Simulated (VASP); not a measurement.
# Pt (Fm-3m) in VASP: notebook, part 2 of 2

VASP 6.6.1. The steps go on from the part before.

## 3. Relaxation of cell and atoms, PBE

This run uses another cell than the first one, of 15.82 Å³/atom, 1.049 times its volume.

INCAR reads:

```
  PREC = Accurate
  ENCUT = 520
  EDIFF = 1E-7
  ISMEAR = 0
  SIGMA = 1.0
  LREAL = False
  LASPH = True
  NELM = 60
  ALGO = Fast
  ISIF = 3
  LWAVE = False
  LCHARG = False
  GGA = PE
  IBRION = 2
  NSW = 80
  EDIFFG = -0.002
```

KPOINTS reads:

```
Automatic mesh
0
Gamma
  18 18 18
```

POSCAR reads:

```
Pt                                      
1.0
   -0.0000000000      1.9926764783      1.9926764783
    1.9926764783      0.0000000000      1.9926764783
    1.9926764783      1.9926764783      0.0000000000
  Pt            
     1
Direct
     0.0000000000000000    0.0000000000000000    0.0000000000000000
```

Potentials or basis: VASP PAW PBE potentials, release 64 (Pt).

Run with:

```
$ cat potpaw_PBE.64/Pt/POTCAR > POTCAR
$ mpirun -np 1 vasp_std > vasp.out
```

OUTCAR:

```text
PREC = Accurate
   ENCUT = 520
   EDIFF = 1E-7
   ISMEAR = 0
   LREAL = False
   LASPH = True
   NELM = 60
   ISIF = 3
   GGA = PE
   IBRION = 2
   NSW = 80
   EDIFFG = -0.002

 ion  position               nearest neighbor table
   1  0.000  0.000  0.000-

  LATTYP: Found a face centered cubic cell.
 ALAT       =     3.9853529566

  Lattice vectors:

 A1 = (   0.0000000000,   1.9926764783,   1.9926764783)
 A2 = (   1.9926764783,   0.0000000000,   1.9926764783)
 A3 = (   1.9926764783,   1.9926764783,   0.0000000000)

Analysis of symmetry for initial positions (statically):
=====================================================================
 Subroutine PRICEL returns:
 Original cell was already a primitive cell.

 Routine SETGRP: Setting up the symmetry group for a
 face centered cubic supercell.

 Subroutine GETGRP returns: Found 48 space group operations
 (whereof 48 operations were pure point group operations)
 out of a pool of 48 trial point group operations.

The static configuration has the point symmetry O_h .

Analysis of symmetry for dynamics (positions and initial velocities):
=====================================================================
 Subroutine PRICEL returns:
 Original cell was already a primitive cell.

 Routine SETGRP: Setting up the symmetry group for a
 face centered cubic supercell.

 Subroutine GETGRP returns: Found 48 space group operations
 (whereof 48 operations were pure point group operations)
 out of a pool of 48 trial point group operations.

The dynamic configuration has the point symmetry O_h .

 Subroutine INISYM returns: Found 48 space group operations
 (whereof 48 operations are pure point group operations),
 and found     1 'primitive' translations

----------------------------------------------------------------------------------------

                                     Primitive cell

  volume of cell :      15.8249

  direct lattice vectors                    reciprocal lattice vectors
     0.000000000  1.992676478  1.992676478    -0.250918805  0.250918805  0.250918805
     1.992676478  0.000000000  1.992676478     0.250918805 -0.250918805  0.250918805
     1.992676478  1.992676478  0.000000000     0.250918805  0.250918805 -0.250918805

  length of vectors
     2.818070101  2.818070101  2.818070101     0.434604118  0.434604118  0.434604118

  position of ions in fractional coordinates (direct lattice)
     0.000000000  0.000000000  0.000000000

  ion indices of the primitive-cell ions
   primitive index   ion index
                 1           1

----------------------------------------------------------------------------------------

 KPOINTS: Automatic mesh

Automatic generation of k-mesh.
 Grid dimensions read from file:
 generate k-points for:   18   18   18

 Generating k-lattice:

  Cartesian coordinates                     Fractional coordinates (reciprocal lattice)
    -0.013939934  0.013939934  0.013939934     0.055555556  0.000000000  0.000000000
     0.013939934 -0.013939934  0.013939934     0.000000000  0.055555556  0.000000000
     0.013939934  0.013939934 -0.013939934     0.000000000  0.000000000  0.055555556

  Length of vectors
     0.024144673  0.024144673  0.024144673

  Shift w.r.t. Gamma in fractional coordinates (k-lattice)
     0.000000000  0.000000000  0.000000000

 Subroutine IBZKPT returns following result:
 ===========================================

 Found    195 irreducible k-points:

 Following reciprocal coordinates:
            Coordinates               Weight
  0.000000  0.000000  0.000000      1.000000
  0.055556  0.000000  0.000000      8.000000
  0.111111  0.000000  0.000000      8.000000
  0.166667  0.000000  0.000000      8.000000
  0.222222  0.000000  0.000000      8.000000
  0.277778  0.000000  0.000000      8.000000
[... 16 lines left out ...]
 -0.277778  0.055556  0.000000     24.000000
 -0.222222  0.055556  0.000000     24.000000
 [... further k-points ...]
   k-points           NKPTS =    195   k-points in BZ     NKDIM =    195   number of bands    NBANDS=      9
   number of dos      NEDOS =    301   number of ions     NIONS =      1
   total plane-waves  NPLWV =  13824
   dimension x,y,z NGX =    24 NGY =   24 NGZ =   24
   dimension x,y,z NGXF=    48 NGYF=   48 NGZF=   48
   ions per type =               1
   NGX,Y,Z   is equivalent  to a cutoff of  14.16, 14.16, 14.16 a.u.
   NGXF,Y,Z  is equivalent  to a cutoff of  28.32, 28.32, 28.32 a.u.
 SYSTEM =  unknown system
   PREC   = accura    normal or accurate (medium, high low for compatibility)
   ISTART =      0    job   : 0-new  1-cont  2-samecut
   ICHARG =      2    charge: 1-file 2-atom 10-const
   ISPIN  =      1    spin polarized calculation?
   LNONCOLLINEAR =      F non collinear calculations
   LSORBIT =      F    spin-orbit coupling
   LASPH  =      T    aspherical Exc in radial PAW
   ENCUT  =  520.0 eV  38.22 Ry    6.18 a.u.   5.24  5.24  5.24*2*pi/ulx,y,z
   NELM   =     60;   NELMIN=  2; NELMDL= -5     # of ELM steps
   EDIFF  = 0.1E-06   stopping-criterion for ELM
   LREAL  =      F    real-space projection
   EDIFFG = -.2E-02   stopping-criterion for IOM
   NSW    =     80    number of steps for IOM
   IBRION =      2    ionic relax: 0-MD 1-quasi-New 2-CG
   NFREE  =      1    steps in history (QN), initial steepest desc. (CG)
   ISIF   =      3    stress and relaxation
   ISYM   =      2    0-nonsym 1-usesym 2-fastsym
   POTIM  = 0.5000    time-step for ionic-motion
   TEBEG  =    0.0;   TEEND  =   0.0 temperature during run
   PSTRESS=    0.0 pullay stress
   NELECT =      10.0000    total number of electrons
   NUPDOWN=      -1.0000    fix difference up-down
   EMIN   =  10.00;   EMAX   =-10.00  energy-range for DOS
   EFERMI =   0.00;   METHOD = LEGACY
   ISMEAR =     0;   SIGMA  =   1.00  broadening in eV -4-tet -1-fermi 0-gaus
   EFERMI_NEDOS =   21; number of points for ismear=-14 and -15
   IALGO  =     68    algorithm
   IMIX   =      4    mixing-type and parameters
     AMIX     =   0.40;   BMIX     =  1.00
     AMIX_MAG =   1.60;   BMIX_MAG =  1.00
  volume/ion in A,a.u.               =      15.82       106.79
  Fermi-wavevector in a.u.,A,eV,Ry     =   1.404844  2.654770 26.852269  1.973586
  Thomas-Fermi vector in A             =   2.527365
   LORBIT       =      0    0 simple, 1 ext, 2 COOP (PROOUT), +10 PAW based schemes
   GGA     = PE    functional components
   LHFCALC =     F    Hartree Fock is set to
   AEXX    =    0.0000 exact exchange contribution
   IVDW    =     0    specifies the selected vdW correction
   LEPSILON=     F    determine dielectric tensor
   LRPA    =     F    only Hartree local field effects (RPA)
 conjugate gradient relaxation of ions
 non-spin polarized calculation
 RMM-DIIS sequential band-by-band and
 Gauss-broadening in eV      SIGMA  =   1.00
  energy-cutoff  :      520.00
  volume of cell :       15.82
 maximum number of plane-waves:       444
 NGX is ok and might be reduce to    24
   NGX = 11   NGY = 11   NGZ = 11

 number of electron      10.0000001 magnetization

 Free energy of the ion-electron system (eV)
  ---------------------------------------------------
  ext. energy  EPLUGINS =         0.00000000
  ---------------------------------------------------
  free energy    TOTEN  =        -6.42818123 eV

  energy without entropy =       -5.89097955  energy(sigma->0) =       -6.15958039

 E-fermi :  10.5306     XC(G=0): -13.2040

 val. band max:       10.5197876970   @ k =   0.3889   0.2778   0.1111
 cond. band min:      10.5347492992   @ k =   0.5000   0.2778   0.0000
 fundamental gap:      0.0149616022
 Fermi energy:        10.5306371326

 k-point     1 :       0.0000    0.0000    0.0000
  band No.  band energies     occupation
      1       0.6782      2.00000
      2       6.8660      2.00000
      3       6.8660      2.00000
      4       6.8660      2.00000
      5       8.8474      1.98271
      6       8.8474      1.98271
      7      25.1314      0.00000
      8      29.8148      0.00000
      9      29.8148      0.00000
[... 265 lines left out ...]
 k-point    24 :      -0.2222    0.0556    0.0000
  band No.  band energies     occupation
      1       2.6477      2.00000
      2       6.4138      2.00000
      3       7.2299      2.00000
      4       7.2926      2.00000
      5       8.6797      1.99114
      6       9.3055      1.91683
      7      23.7678      0.00000
      8      26.8106      0.00000
      9      30.9203      0.00000

 [... further k-points ...]

------------------------ aborting loop because EDIFF is reached ----------------------------------------

  FORCE on cell =-STRESS in cart. coord.  units (eV):
  Direction    XX          YY          ZZ          XY          YZ          ZX
  --------------------------------------------------------------------------------------
  -------------------------------------------------------------------------------------
  Total       -0.0007483     -0.0007483     -0.0007483      0.0000000      0.0000000     -0.0000000
  in kB       -0.0757600     -0.0757600     -0.0757600      0.0000000      0.0000000     -0.0000000
  external PRESSURE =      -0.0757600 kB  Pullay stress =       0.0000000 kB

 VOLUME and BASIS-vectors are now :
 -----------------------------------------------------------------------------
  energy-cutoff  :      520.00
  volume of cell :       15.82
      direct lattice vectors                 reciprocal lattice vectors
     0.000000000  1.992676478  1.992676478    -0.250918805  0.250918805  0.250918805
     1.992676478  0.000000000  1.992676478     0.250918805 -0.250918805  0.250918805
     1.992676478  1.992676478  0.000000000     0.250918805  0.250918805 -0.250918805

 POSITION                                       TOTAL-FORCE (eV/Angst)
 -----------------------------------------------------------------------------------
      0.00000      0.00000      0.00000        -0.000000      0.000000     -0.000000
 -----------------------------------------------------------------------------------
    total drift:                               -0.000000      0.000000     -0.000000

  FREE ENERGIE OF THE ION-ELECTRON SYSTEM (eV)
  ---------------------------------------------------
  free  energy   TOTEN  =        -6.4281812322 eV

  energy  without entropy=       -5.8909795525  energy(sigma->0) =       -6.15958039

 reached required accuracy - stopping structural energy minimisation
```

CONTCAR:

```text
Pt
   1.00000000000000
     0.0000000000000000    1.9926764782999999    1.9926764782999999
     1.9926764782999999    0.0000000000000000    1.9926764782999999
     1.9926764782999999    1.9926764782999999    0.0000000000000000
  Pt
     1
Direct
     0.0000000000000000    0.0000000000000000    0.0000000000000000

  0.00000000E+00  0.00000000E+00  0.00000000E+00
```

Wall time 32 s (1 thread of Intel Xeon Platinum 8375C at 2.90GHz (Ice Lake), shared host); peak memory 0.16 GiB.

What came out:

| Quantity | Value |
| --- | --- |
| Free energy | -6.4282 eV |
| Pressure after relaxing | 0.0 GPa |
| Band gap on the k mesh | none (metal or under the smearing width) |

Final structure:
```
Pt
1.0
     0.00000    1.99268    1.99268
     1.99268    0.00000    1.99268
     1.99268    1.99268    0.00000
Pt
1
Direct
  0.00000 0.00000 0.00000
```

Levels at points of the mesh, in eV from the Fermi level:
```tsv
k point	band 3	band 4	band 5	band 6	band 7	band 8
(0.00, 0.00, 0.00)	-3.66	-3.66	-1.68	-1.68	14.60	19.28
(0.50, 0.00, 0.00)	-3.73	-0.45	-0.14	-0.14	5.32	14.14
(0.50, 0.50, 0.00)	-0.18	0.28	0.28	1.71	8.20	11.07
```

Caveat: the relaxation stopped at its first step, so nothing moved. Spin-orbit coupling is left out, which matters for the levels of Pt.

## 4. Vibrations by finite differences, PBE

This run uses another cell than the first one, of 15.82 Å³/atom, 1.049 times its volume.

INCAR reads:

```
PREC = Accurate
ENCUT = 520
EDIFF = 1E-8
ISMEAR = 0
SIGMA = 1.0
LREAL = F
LASPH = T
NELM = 60
ALGO = Fast
ISIF = 3
LWAVE = F
LCHARG = F
GGA = PE
IBRION = 6
NFREE = 2
POTIM = 0.015
NSW = 1
```

KPOINTS is that of step 3.

Edit POSCAR of step 3 so:

```diff
@@ -2,3 +2,3 @@
 1.0
-   -0.0000000000      1.9926764783      1.9926764783
+    0.0000000000      1.9926764783      1.9926764783
     1.9926764783      0.0000000000      1.9926764783
```

Run with:

```
$ cat potpaw_PBE.64/Pt/POTCAR > POTCAR
$ mpirun -np 1 vasp_std > vasp.out
```

It took 19 min on 1 thread of Intel Xeon Platinum 8375C at 2.90GHz (Ice Lake), shared host; peak memory 0.55 GiB.

It converged, with:

```
Elastic constants C11, C12, C44 : 302, 200, 91 GPa
Voigt bulk modulus              : 234 GPa
```

Elastic tensor in Voigt notation (GPa, in the Cartesian axes of the cell as first typed):
```
302 200 200   0   0   0
200 302 200   0   0   0
200 200 302   0   0   0
  0   0   0  91   0   0
  0   0   0   0  91   0
  0   0   0   0   0  91
```

Clamped-ion elastic tensor (GPa):
```
302 200 200   0   0   0
200 302 200   0   0   0
200 200 302   0   0   0
  0   0   0  91   0   0
  0   0   0   0  91   0
  0   0   0   0   0  91
```

Caveat: elastic constants of metals need much finer meshes, so these are rough. Spin-orbit coupling is left out, which matters for the levels of Pt.
